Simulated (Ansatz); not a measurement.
A computed series for GeO2: pressure series

Start from GeO₂ in the rutile structure (space group P4_2/mnm, No. 136; a = 4.4105 Å, c = 2.8702 Å).

Cell and atoms are relaxed at each pressure.

Method: r2SCAN/PAW in Ansatz (a first-principles code), without spin-orbit coupling.

Candidates:
(a) pressure 30 GPa
(b) pressure 18 GPa
(c) pressure 60 GPa

Before the change:

```
Property    Value
--------  -------
Band gap  2.51 eV
```

Question: Order them by band gap, lowest first.

Answer: (b) pressure 18 GPa (3.37 eV), (a) pressure 30 GPa (3.87 eV), (c) pressure 60 GPa (4.99 eV)

Load acts through the strain it causes; cell and atoms are relaxed under it. No phonon test of stability was made. Competing high-pressure phases were not computed.
